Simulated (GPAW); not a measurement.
The system is LiF (Griceite).

```
CELL_PARAMETERS angstrom
0.00000 2.01400 2.01400
2.01400 0.00000 2.01400
2.01400 2.01400 0.00000
ATOMIC_POSITIONS crystal
F 0.50000 0.50000 0.50000
Li 0.00000 0.00000 0.00000
```

```yaml
Program: GPAW 26.7.0
Task: relaxation of cell and atoms
Functional: PBEsol
Dispersion: D3(BJ)
Potentials_or_basis: PAW data sets generated in the run's folder for this functional
Cutoff: 800 eV
Basis: pw
k_mesh: 11 × 11 × 11
Occupations: fermi-dirac, width 0.05 eV
Spin: no spin polarisation
```

At the start: pressure -5.4 GPa; volume 8.17 Å³/atom.

Question: How do energy, volume and symmetry change on relaxing?

Answer: Over 4 steps the energy falls by 3.2 meV/atom and the volume is 7.60 Å³/atom (-7.0 %); space group Fm-3m (No. 225, to 0.05 Å).

The path:
| step | energy change (eV) | largest force (eV/Å) | pressure (GPa) | volume (Å³) |
| --- | --- | --- | --- | --- |
| 1 | 0.0000 | 0.0000 | -5.39 | 16.34 |
| 2 | -0.0019 | 0.0000 | -5.02 | 16.24 |
| 3 | -0.0051 | 0.0000 | 0.51 | 15.10 |
| 4 | -0.0065 | 0.0000 | -0.04 | 15.20 |

Final structure:
```
F Li
1.0
     0.00000    1.96598    1.96598
     1.96598    0.00000    1.96598
     1.96598    1.96598    0.00000
F Li
1 1
Direct
  0.50000 0.50000 0.50000
  0.00000 0.00000 0.00000
```

Caveat: the data sets keep Ga 3d, Li 1s and Be 1s frozen, and some such compounds lay over 1.5 % in volume off other programs; later steps reuse the first step's grids.
